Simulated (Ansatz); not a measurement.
**ZnS: stationary points along a deformation path**

These are results of DFT PBE, scalar-relativistic, plane waves, PAW (Ansatz), not measurements. Cutoff 420 eV, Γ-centred 12×12×6 k-points, Gaussian smearing of 0.05 eV. No spin polarisation. Energies are free energies at this smearing, counted from the undisturbed cell; pressure is positive in compression.

Reference structure (relaxed at this level):

```
Zn S
1.0
     3.84549    0.00000    0.00000
    -1.92275    3.33029    0.00000
     0.00000    0.00000    6.30533
Zn S
2 2
Direct
  0.33333 0.66667 0.00522
  0.66667 0.33333 0.50522
  0.33333 0.66667 0.37978
  0.66667 0.33333 0.87978
```

At fixed volume and fractional coordinates, lengths along (0.000, 0.000, 1.000) are scaled against those across it; ρ is that ratio over its starting value. V = 20.188 Å³/atom. Δσ is the stress along the axis less the mean stress across it (compression positive).

```csv
ρ,ΔE (meV/atom),Δσ (GPa),space group
0.800,335.7,39.50,P6_3mc
0.850,168.3,26.54,P6_3mc
0.920,41.1,12.20,P6_3mc
0.960,9.5,5.63,P6_3mc
1.000,0.0,0.01,P6_3mc
1.050,12.4,-5.91,P6_3mc
1.100,45.3,-10.86,P6_3mc
1.200,154.0,-18.59,P6_3mc
1.300,299.0,-24.36,P6_3mc
```

**Question.** How does the stress give the slope of the energy, and where is the energy stationary?

**Answer.** Along the path d ln(length) is 2/3 d ln ρ on the axis and −1/3 d ln ρ across it, so dE/d ln ρ = −(2/3) V Δσ: the energy falls with ρ where Δσ is positive. Δσ vanishes or changes sign at ρ = 1.000 (P6_3mc), a minimum at 0.0 meV/atom. Pairs of stationary points between two samples would go unseen, and could change a minimum read from distant neighbours into a maximum.

**Question.** Integrate that slope from ρ = 1 to 1.200 by the trapezoid rule.

**Answer.** With V/N in Å³ and 1 eV/Å³ = 160.2 GPa the slopes at ρ = 1.000, 1.050, 1.100, 1.200 are -1, 497, 912, 1561 meV/atom per unit of ln ρ. The steps add 12.1 + 32.8 + 107.6 = 152.5 meV/atom, against 154.0 from the energies; the trapezoid rule misses the curvature of the slope within each step.

Forces appear on the atoms along this scan, and letting them relax would lower the energy and soften the response.

Cost: 9 runs of about 1.7 core-minutes in all, on Arm Neoverse V2 (shared hosts).